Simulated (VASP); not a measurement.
# Cu in VASP: notebook

The runs below take Cu through single point, with PBE.

All numbers are computed with VASP 6.6.1; they aren't measurements. Logs are shortened: lines on timing, memory, paths and dates and some standing lists are left out, and cuts for length are marked.

## Step 1: The sheet as given

The cell holds a sheet with vacuum, 1 atom: a = 2.354 Å, b = 2.354 Å, c = 23.800 Å, α = 90.00°, β = 90.00°, γ = 90.00°.

The cell was built by a generator and needn't be a form met in nature.

## Step 2: Single point, PBE

Input file INCAR:

```
  PREC = Accurate
  ENCUT = 520
  EDIFF = 1E-6
  ISMEAR = 0
  SIGMA = 0.1
  LREAL = F
  LASPH = T
  NELM = 100
  ALGO = Fast
  ISIF = 2
  LWAVE = F
  LCHARG = F
  LDIPOL = T
  IDIPOL = 3
  DIPOL = 0.5 0.5 0.294
  GGA = PE
  NBANDS = 12
```

Input file KPOINTS:

```
Automatic mesh
0
Gamma
  24 24 1
```

Input file POSCAR:

```
Cu
1.0
    2.3544207810      0.0000000000      0.0000000000
    0.0000000000      2.3544731004      0.0000000000
    0.0000000000      0.0000000000     23.8000000000
Cu
1
Direct
    0.0000000000      0.0000000000      0.2941176471
```

Potentials or basis: VASP PAW PBE potentials, release 64 (Cu).

Run with:

```bash
$ cat potpaw_PBE.64/Cu/POTCAR > POTCAR
$ mpirun -np 1 vasp_std > vasp.out
```

OUTCAR:

```text
PREC = Accurate
   ENCUT = 520
   EDIFF = 1E-6
   ISMEAR = 0
   LREAL = F
   LASPH = T
   NELM = 100
   ISIF = 2
   GGA = PE

 ion  position               nearest neighbor table
   1  0.000  0.000  0.294-

  LATTYP: Found a simple orthorhombic cell.
 ALAT       =     2.3544207810
 B/A-ratio  =     1.0000222218
 C/A-ratio  =    10.1086433623

  Lattice vectors:

 A1 = (   2.3544207810,   0.0000000000,   0.0000000000)
 A2 = (   0.0000000000,   2.3544731004,   0.0000000000)
 A3 = (   0.0000000000,   0.0000000000,  23.8000000000)

Analysis of symmetry for initial positions (statically):
=====================================================================
 Subroutine PRICEL returns:
 Original cell was already a primitive cell.

 Routine SETGRP: Setting up the symmetry group for a
 simple orthorhombic supercell.

 Subroutine GETGRP returns: Found  8 space group operations
 (whereof  4 operations were pure point group operations)
 out of a pool of  8 trial point group operations.

The static configuration has the point symmetry C_2v.
 The point group associated with its full space group is D_2h.

Analysis of symmetry for dynamics (positions and initial velocities):
=====================================================================
 Subroutine PRICEL returns:
 Original cell was already a primitive cell.

 Routine SETGRP: Setting up the symmetry group for a
 simple orthorhombic supercell.

 Subroutine GETGRP returns: Found  8 space group operations
 (whereof  4 operations were pure point group operations)
 out of a pool of  8 trial point group operations.

The dynamic configuration has the point symmetry C_2v.
 The point group associated with its full space group is D_2h.

 Subroutine INISYM returns: Found  8 space group operations
 (whereof  4 operations are pure point group operations),
 and found     1 'primitive' translations

----------------------------------------------------------------------------------------

                                     Primitive cell

  volume of cell :     131.9334

  direct lattice vectors                    reciprocal lattice vectors
     2.354420781  0.000000000  0.000000000     0.424732914  0.000000000  0.000000000
     0.000000000  2.354473100  0.000000000     0.000000000  0.424723476  0.000000000
     0.000000000  0.000000000 23.800000000     0.000000000  0.000000000  0.042016807

  length of vectors
     2.354420781  2.354473100 23.800000000     0.424732914  0.424723476  0.042016807

  position of ions in fractional coordinates (direct lattice)
     0.000000000  0.000000000  0.294117647

  ion indices of the primitive-cell ions
   primitive index   ion index
                 1           1

----------------------------------------------------------------------------------------

 KPOINTS: Automatic mesh

Automatic generation of k-mesh.
 Grid dimensions read from file:
 generate k-points for:   24   24    1

 Generating k-lattice:

  Cartesian coordinates                     Fractional coordinates (reciprocal lattice)
     0.017697205  0.000000000  0.000000000     0.041666667  0.000000000  0.000000000
     0.000000000  0.017696812  0.000000000     0.000000000  0.041666667  0.000000000
     0.000000000  0.000000000  0.042016807     0.000000000  0.000000000  1.000000000

  Length of vectors
     0.017697205  0.017696812  0.042016807

  Shift w.r.t. Gamma in fractional coordinates (k-lattice)
     0.000000000  0.000000000  0.000000000

 Subroutine IBZKPT returns following result:
 ===========================================

 Found    169 irreducible k-points:

 Following reciprocal coordinates:
            Coordinates               Weight
  0.000000  0.000000  0.000000      1.000000
  0.041667  0.000000  0.000000      2.000000
  0.083333  0.000000  0.000000      2.000000
  0.125000  0.000000  0.000000      2.000000
  0.166667  0.000000  0.000000      2.000000
  0.208333  0.000000  0.000000      2.000000
[... 16 lines left out ...]
  0.375000  0.041667  0.000000      4.000000
  0.416667  0.041667  0.000000      4.000000
 [... further k-points ...]
   k-points           NKPTS =    169   k-points in BZ     NKDIM =    169   number of bands    NBANDS=     12
   number of dos      NEDOS =    301   number of ions     NIONS =      1
   total plane-waves  NPLWV =  58320
   dimension x,y,z NGX =    18 NGY =   18 NGZ =  180
   dimension x,y,z NGXF=    36 NGYF=   36 NGZF=  360
   ions per type =               1
   NGX,Y,Z   is equivalent  to a cutoff of  12.71, 12.71, 12.57 a.u.
   NGXF,Y,Z  is equivalent  to a cutoff of  25.42, 25.42, 25.15 a.u.
 SYSTEM =  unknown system
   PREC   = accura    normal or accurate (medium, high low for compatibility)
   ISTART =      0    job   : 0-new  1-cont  2-samecut
   ICHARG =      2    charge: 1-file 2-atom 10-const
   ISPIN  =      1    spin polarized calculation?
   LNONCOLLINEAR =      F non collinear calculations
   LSORBIT =      F    spin-orbit coupling
   LASPH  =      T    aspherical Exc in radial PAW
   ENCUT  =  520.0 eV  38.22 Ry    6.18 a.u.   4.38  4.38 44.25*2*pi/ulx,y,z
   NELM   =    100;   NELMIN=  2; NELMDL= -5     # of ELM steps
   EDIFF  = 0.1E-05   stopping-criterion for ELM
   LREAL  =      F    real-space projection
   EDIFFG = 0.1E-04   stopping-criterion for IOM
   NSW    =      0    number of steps for IOM
   IBRION =     -1    ionic relax: 0-MD 1-quasi-New 2-CG
   NFREE  =      0    steps in history (QN), initial steepest desc. (CG)
   ISIF   =      2    stress and relaxation
   ISYM   =      2    0-nonsym 1-usesym 2-fastsym
   POTIM  = 0.5000    time-step for ionic-motion
   TEBEG  =    0.0;   TEEND  =   0.0 temperature during run
   PSTRESS=    0.0 pullay stress
   NELECT =      11.0000    total number of electrons
   NUPDOWN=      -1.0000    fix difference up-down
   EMIN   =  10.00;   EMAX   =-10.00  energy-range for DOS
   EFERMI =   0.00;   METHOD = LEGACY
   ISMEAR =     0;   SIGMA  =   0.10  broadening in eV -4-tet -1-fermi 0-gaus
   EFERMI_NEDOS =   21; number of points for ismear=-14 and -15
   IALGO  =     68    algorithm
   IMIX   =      4    mixing-type and parameters
     AMIX     =   0.40;   BMIX     =  1.00
     AMIX_MAG =   1.60;   BMIX_MAG =  1.00
  volume/ion in A,a.u.               =     131.93       890.33
  Fermi-wavevector in a.u.,A,eV,Ry     =   0.715189  1.351511  6.959315  0.511495
  Thomas-Fermi vector in A             =   1.803285
   LORBIT       =      0    0 simple, 1 ext, 2 COOP (PROOUT), +10 PAW based schemes
   GGA     = PE    functional components
   LHFCALC =     F    Hartree Fock is set to
   AEXX    =    0.0000 exact exchange contribution
   IVDW    =     0    specifies the selected vdW correction
   LEPSILON=     F    determine dielectric tensor
   LRPA    =     F    only Hartree local field effects (RPA)
 non-spin polarized calculation
 RMM-DIIS sequential band-by-band and
 Gauss-broadening in eV      SIGMA  =   0.10
  energy-cutoff  :      520.00
  volume of cell :      131.93
 maximum number of plane-waves:      3589
 NGX is ok and might be reduce to    18
   NGX =  9   NGY =  9   NGZ = 89

 dipolmoment           0.000000      0.000000     -0.000027 electrons x Angstroem

 number of electron      11.0000023 magnetization

 dipolmoment           0.000000      0.000000      0.000004 electrons x Angstroem

 Free energy of the ion-electron system (eV)
  ---------------------------------------------------
  ext. energy  EPLUGINS =         0.00000000
  ---------------------------------------------------
  free energy    TOTEN  =        -2.70685190 eV

  energy without entropy =       -2.70502311  energy(sigma->0) =       -2.70593750

 E-fermi :  -3.7879     XC(G=0):  -1.8624

 val. band max:       -3.8163513846   @ k =   0.3333   0.2083   0.0000
 cond. band min:      -3.7114704615   @ k =   0.0000   0.4167   0.0000
 fundamental gap:      0.1048809231
 Fermi energy:        -3.7878952167

 k-point     1 :       0.0000    0.0000    0.0000
  band No.  band energies     occupation
      1      -9.4028      2.00000
      2      -7.0691      2.00000
      3      -5.7611      2.00000
      4      -4.7292      2.00000
      5      -4.7291      2.00000
      6      -4.4540      2.00000
      7      -2.9480      0.00000
      8       0.7581      0.00000
      9       1.2160      0.00000
     10       1.2538      0.00000
     11       2.0948      0.00000
     12       2.4279      0.00000

 k-point     2 :       0.0417    0.0000    0.0000
  band No.  band energies     occupation
      1      -9.3517      2.00000
      2      -7.0521      2.00000
      3      -5.7497      2.00000
      4      -4.7863      2.00000
      5      -4.7272      2.00000
      6      -4.4688      2.00000
      7      -2.8604      0.00000
      8       0.8035      0.00000
      9       1.2641      0.00000
     10       1.3004      0.00000
     11       2.1431      0.00000
     12       2.4739      0.00000

 k-point     3 :       0.0833    0.0000    0.0000
  band No.  band energies     occupation
      1      -9.2000      2.00000
      2      -7.0006      2.00000
      3      -5.7159      2.00000
      4      -4.9330      2.00000
      5      -4.7212      2.00000
      6      -4.5119      2.00000
      7      -2.6211      0.00000
      8       0.9399      0.00000
      9       1.4081      0.00000
     10       1.4402      0.00000
     11       2.2882      0.00000
     12       2.6121      0.00000
[... 286 lines left out ...]
 k-point    23 :       0.3750    0.0417    0.0000
  band No.  band energies     occupation
      1      -7.0259      2.00000
      2      -6.1635      2.00000
      3      -5.2661      2.00000
      4      -5.1505      2.00000
      5      -4.6535      2.00000
      6      -4.3949      2.00000
      7       1.4702      0.00000
      8       3.2008      0.00000
      9       4.5909      0.00000
     10       5.0977      0.00000
     11       5.1033      0.00000
     12       5.9760      0.00000

 k-point    24 :       0.4167    0.0417    0.0000
  band No.  band energies     occupation
      1      -6.9183      2.00000
      2      -6.2503      2.00000
      3      -5.2947      2.00000
      4      -5.0802      2.00000
      5      -4.6432      2.00000
      6      -3.6117      0.01271
      7       1.9518      0.00000
      8       2.2853      0.00000
      9       5.4359      0.00000
     10       5.9580      0.00000
     11       5.9891      0.00000
     12       6.7443      0.00000

 [... further k-points ...]

------------------------ aborting loop because EDIFF is reached ----------------------------------------

 vacuum level on the upper side and lower side of the slab       (xc-potential included)        -0.008        -0.008

  FORCE on cell =-STRESS in cart. coord.  units (eV):
  Direction    XX          YY          ZZ          XY          YZ          ZX
  --------------------------------------------------------------------------------------
  -------------------------------------------------------------------------------------
  Total        0.0329370      0.0323364     -0.0188299      0.0000000      0.0000000      0.0000000
  in kB        0.3999809      0.3926873     -0.2286677      0.0000000      0.0000000      0.0000000
  external PRESSURE =       0.1880002 kB  Pullay stress =       0.0000000 kB

 VOLUME and BASIS-vectors are now :
 -----------------------------------------------------------------------------
  energy-cutoff  :      520.00
  volume of cell :      131.93
      direct lattice vectors                 reciprocal lattice vectors
     2.354420781  0.000000000  0.000000000     0.424732914  0.000000000  0.000000000
     0.000000000  2.354473100  0.000000000     0.000000000  0.424723476  0.000000000
     0.000000000  0.000000000 23.800000000     0.000000000  0.000000000  0.042016807

 POSITION                                       TOTAL-FORCE (eV/Angst)
 -----------------------------------------------------------------------------------
      0.00000      0.00000      7.00000         0.000000      0.000000      0.000000
 -----------------------------------------------------------------------------------
    total drift:                                0.000000      0.000000     -0.000009

  FREE ENERGIE OF THE ION-ELECTRON SYSTEM (eV)
  ---------------------------------------------------
  free  energy   TOTEN  =        -2.7068519026 eV

  energy  without entropy=       -2.7050231058  energy(sigma->0) =       -2.70593750

 vacuum level on the upper side and lower side of the slab         1.099         1.099
```

Run time: 3.9 min. Hardware: 1 thread of Intel Xeon Platinum 8488C (Sapphire Rapids), shared host; peak memory 0.41 GiB.

Results:

```
Free energy            : -2.7069 eV
Band gap on the k mesh : none (metal or under the smearing width)
```

Levels at points of the mesh, in eV from the Fermi level:
```csv
k point,band 2,band 3,band 4,band 5,band 6,band 7,band 8,band 9
"(0.00, 0.00, 0.00)",-3.28,-1.97,-0.94,-0.94,-0.67,0.84,4.55,5.00
"(0.50, 0.00, 0.00)",-2.54,-1.48,-1.24,-0.82,1.22,4.19,7.18,9.50
"(0.00, 0.50, 0.00)",-2.54,-1.48,-1.24,-0.82,1.22,4.19,7.18,9.50
"(0.50, 0.50, 0.00)",-2.05,-2.05,-1.00,-0.08,7.32,7.32,12.11,12.29
```

## Step 3: Single point, PBE

This run uses another cell than the first one, of 131.39 Å³/atom, 0.996 times its volume.

Input file INCAR:

```
SYSTEM = Cu
PREC = Accurate ; ENCUT = 520
EDIFF = 1E-6 ; ISMEAR = 0
SIGMA = 0.1 ; LREAL = .FALSE.
LASPH = .TRUE. ; NELM = 100
ALGO = Fast ; ISIF = 2
LWAVE = .FALSE. ; LCHARG = .FALSE.
LDIPOL = .TRUE. ; IDIPOL = 3
DIPOL = 0.5 0.5 0.294 ; GGA = PE
NBANDS = 12
```

Input file KPOINTS:

```
Automatic mesh
0
G
  24 24 1
  0 0 0
```

Input file POSCAR:

```
Cu
1.0
    2.3484622749      0.0000000000      0.0000000000
    0.0000000000      2.3507398659      0.0000000000
    0.0000000000      0.0000000000     23.8000000000
Cu
1
Direct
    0.0000000000      0.0000000000      0.2941176471
```

Potentials or basis: VASP PAW PBE potentials, release 64 (Cu).

Run with:

```bash
$ cat potpaw_PBE.64/Cu/POTCAR > POTCAR
$ mpirun -np 1 vasp_std > vasp.out
```

Wall time 3.8 min (1 thread of Intel Xeon Platinum 8488C (Sapphire Rapids), shared host); peak memory 0.41 GiB.

Results (log left out):

```yaml
Free_energy: -2.7065 eV
Band_gap_on_the_k_mesh: none (metal or under the smearing width)
```

Levels at points of the mesh, in eV from the Fermi level:
```
           k point  band 1  band 2  band 3  band 4  band 5  band 6  band 7  band 8  band 9  band 10
(0.00, 0.00, 0.00)   -5.64   -3.30   -1.99   -0.95   -0.94   -0.67    0.83    4.54    5.00     5.03
(0.50, 0.00, 0.00)   -3.11   -2.56   -1.49   -1.24   -0.82    1.22    4.23    7.20    9.52    11.10
(0.00, 0.50, 0.00)   -3.12   -2.56   -1.48   -1.25   -0.82    1.22    4.21    7.19    9.51    11.09
(0.50, 0.50, 0.00)   -3.54   -2.07   -2.06   -1.00   -0.07    7.35    7.36   12.18   12.33    13.69
```

(Part 1 of 2 ends here.)
